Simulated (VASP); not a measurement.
# SiC (Fm-3m) in VASP: notebook, part 2 of 2

VASP 6.6.1. The steps go on from the part before.

**4. Relaxation of the atoms, PBE (a relaxed cell with its volume scaled by 1.06)**

INCAR

```
ALGO = Fast
EDIFF = 1E-7
EDIFFG = -0.01
ENCUT = 300
GGA = PE
IBRION = 2
ISIF = 2
ISMEAR = 0
LASPH = True
LCHARG = False
LREAL = False
LWAVE = False
NELM = 80
NSW = 40
PREC = Accurate
SIGMA = 0.03
```

KPOINTS

```
k-points
0
Gamma
  6 6 6
```

POSCAR

```
SiC                                     
1.0
   -0.0000000000      2.0626589253      2.0626589253
    2.0626589253     -0.0000000000      2.0626589253
    2.0626589253      2.0626589253      0.0000000000
  Si              C             
     1     1
Direct
     0.0000000000000000    0.0000000000000000    0.0000000000000000
     0.5000000000000000    0.5000000000000000    0.5000000000000000
```

Potentials or basis: VASP PAW PBE potentials, release 64 (Si, C_s).

Launch:

```console
$ cat potpaw_PBE.64/Si/POTCAR potpaw_PBE.64/C_s/POTCAR > POTCAR
$ mpirun -np 1 vasp_std > vasp.out
```

OUTCAR:

```text
EDIFF = 1E-7
   EDIFFG = -0.01
   ENCUT = 300
   GGA = PE
   IBRION = 2
   ISIF = 2
   ISMEAR = 0
   LASPH = True
   LREAL = False
   NELM = 80
   NSW = 40
   PREC = Accurate

 ion  position               nearest neighbor table
   1  0.000  0.000  0.000-   2 2.06   2 2.06   2 2.06   2 2.06   2 2.06   2 2.06
   2  0.500  0.500  0.500-   1 2.06   1 2.06   1 2.06   1 2.06   1 2.06   1 2.06

  LATTYP: Found a face centered cubic cell.
 ALAT       =     4.1253178506

  Lattice vectors:

 A1 = (   0.0000000000,   2.0626589253,   2.0626589253)
 A2 = (   2.0626589253,   0.0000000000,   2.0626589253)
 A3 = (   2.0626589253,   2.0626589253,   0.0000000000)

Analysis of symmetry for initial positions (statically):
=====================================================================
 Subroutine PRICEL returns:
 Original cell was already a primitive cell.

 Routine SETGRP: Setting up the symmetry group for a
 face centered cubic supercell.

 Subroutine GETGRP returns: Found 48 space group operations
 (whereof 48 operations were pure point group operations)
 out of a pool of 48 trial point group operations.

The static configuration has the point symmetry O_h .

Analysis of symmetry for dynamics (positions and initial velocities):
=====================================================================
 Subroutine PRICEL returns:
 Original cell was already a primitive cell.

 Routine SETGRP: Setting up the symmetry group for a
 face centered cubic supercell.

 Subroutine GETGRP returns: Found 48 space group operations
 (whereof 48 operations were pure point group operations)
 out of a pool of 48 trial point group operations.

The dynamic configuration has the point symmetry O_h .

 Subroutine INISYM returns: Found 48 space group operations
 (whereof 48 operations are pure point group operations),
 and found     1 'primitive' translations

----------------------------------------------------------------------------------------

                                     Primitive cell

  volume of cell :      17.5514

  direct lattice vectors                    reciprocal lattice vectors
[... 108 lines left out ...]
   LRPA    =     F    only Hartree local field effects (RPA)
 conjugate gradient relaxation of ions
 non-spin polarized calculation
 RMM-DIIS sequential band-by-band and
 Gauss-broadening in eV      SIGMA  =   0.03
  energy-cutoff  :      300.00
  volume of cell :       17.55
 maximum number of plane-waves:       212
   NGX =  9   NGY =  9   NGZ =  9

 number of electron       8.0000000 magnetization

 Free energy of the ion-electron system (eV)
  ---------------------------------------------------
  ext. energy  EPLUGINS =         0.00000000
  ---------------------------------------------------
  free energy    TOTEN  =       -13.48692999 eV

  energy without entropy =      -13.48646377  energy(sigma->0) =      -13.48669688

 E-fermi :  12.0492     XC(G=0): -12.4337

 val. band max:       12.0163275076   @ k =  -0.1667   0.1667   0.0000
 cond. band min:      12.0641007989   @ k =   0.0000   0.0000   0.0000
 fundamental gap:      0.0477732913
 Fermi energy:        12.0492337555

 k-point     1 :       0.0000    0.0000    0.0000
  band No.  band energies     occupation
      1      -5.7834      2.00000
      2      12.0641      0.48340
      3      12.0641      0.48340
      4      12.0641      0.48340
      5      18.5480      0.00000
      6      21.0186      0.00000
      7      21.0186      0.00000
      8      21.0186      0.00000
[... 155 lines left out ...]
 k-point    16 :      -0.3333    0.5000    0.1667
  band No.  band energies     occupation
      1       1.2545      2.00000
      2       3.5545      2.00000
      3       5.6147      2.00000
      4       5.8576      2.00000
      5      14.5620      0.00000
      6      18.5701      0.00000
      7      21.4230      0.00000
      8      24.5238      0.00000

------------------------ aborting loop because EDIFF is reached ----------------------------------------

  FORCE on cell =-STRESS in cart. coord.  units (eV):
  Direction    XX          YY          ZZ          XY          YZ          ZX
  --------------------------------------------------------------------------------------
  -------------------------------------------------------------------------------------
  Total       -1.5151449     -1.5151449     -1.5151449      0.0000000     -0.0000000     -0.0000000
  in kB     -138.3096508   -138.3096508   -138.3096508      0.0000000     -0.0000000     -0.0000000
  external PRESSURE =    -138.3096508 kB  Pullay stress =       0.0000000 kB

 VOLUME and BASIS-vectors are now :
 -----------------------------------------------------------------------------
  energy-cutoff  :      300.00
  volume of cell :       17.55
      direct lattice vectors                 reciprocal lattice vectors
     0.000000000  2.062658925  2.062658925    -0.242405564  0.242405564  0.242405564
     2.062658925  0.000000000  2.062658925     0.242405564 -0.242405564  0.242405564
     2.062658925  2.062658925  0.000000000     0.242405564  0.242405564 -0.242405564

 POSITION                                       TOTAL-FORCE (eV/Angst)
 -----------------------------------------------------------------------------------
      0.00000      0.00000      0.00000        -0.000000      0.000000     -0.000000
      2.06266      2.06266      2.06266         0.000000     -0.000000      0.000000
 -----------------------------------------------------------------------------------
    total drift:                                0.000000      0.000000      0.000000

  FREE ENERGIE OF THE ION-ELECTRON SYSTEM (eV)
  ---------------------------------------------------
  free  energy   TOTEN  =       -13.4869299932 eV

  energy  without entropy=      -13.4864637732  energy(sigma->0) =      -13.48669688

 reached required accuracy - stopping structural energy minimisation
```

Run time: 1.7 s. Hardware: 1 thread of Intel Xeon 6975P-C (Granite Rapids), shared host; peak memory 0.1 GiB.

What came out:

```
Free energy            : -13.4869 eV
Band gap on the k mesh : none (metal or under the smearing width)
```

Final structure:
```xyz
2
Lattice="0.0000 2.0627 2.0627 2.0627 0.0000 2.0627 2.0627 2.0627 0.0000" Properties=species:S:1:pos:R:3 pbc="T T T"
Si    0.0000    0.0000    0.0000
C     2.0627    2.0627    2.0627
```

Levels at points of the mesh, in eV from the Fermi level:
```
           k point  band 2  band 3  band 4  band 5  band 6  band 7
(0.00, 0.00, 0.00)    0.01    0.01    0.01    6.50    8.97    8.97
(0.50, 0.00, 0.00)  -11.13   -0.89   -0.89    4.99    4.99    5.56
(0.50, 0.50, 0.00)   -9.32   -4.09   -4.09   -1.32    2.80   14.03
```

Caveat: the k mesh is coarse (spacing up to 0.44 Å⁻¹), so the values aren't converged; the cutoff is under 1.25 times the usual one of these potentials, so pressure, stress and relaxed cells hold a basis-set (Pulay) error; the relaxation stopped at its first step, so nothing moved.

**5. Summary**

| cell | gap on the mesh (eV) |
| --- | --- |
| atoms relaxed from: a relaxed cell with its volume scaled by 1.02 | none |
| atoms relaxed from: a relaxed cell with its volume scaled by 1.04 | none |
| atoms relaxed from: a relaxed cell with its volume scaled by 1.06 | none |

Alike in all rows: task relaxation of the atoms; level PBE; potentials or basis VASP PAW PBE potentials, release 64 (Si, C_s); no spin polarisation; k mesh 6 × 6 × 6; cutoff (eV) 300; smearing gaussian 0.03 eV; the mesh is coarse, so values aren't converged.

Caveats: all runs use coarse meshes; the cutoff is under 1.25 times the usual one of these potentials, so pressure, stress and relaxed cells hold a basis-set (Pulay) error; the relaxation stopped at its first step, so nothing moved.

Total energies depend on the potentials used, so only differences within one code and one set of settings carry meaning.
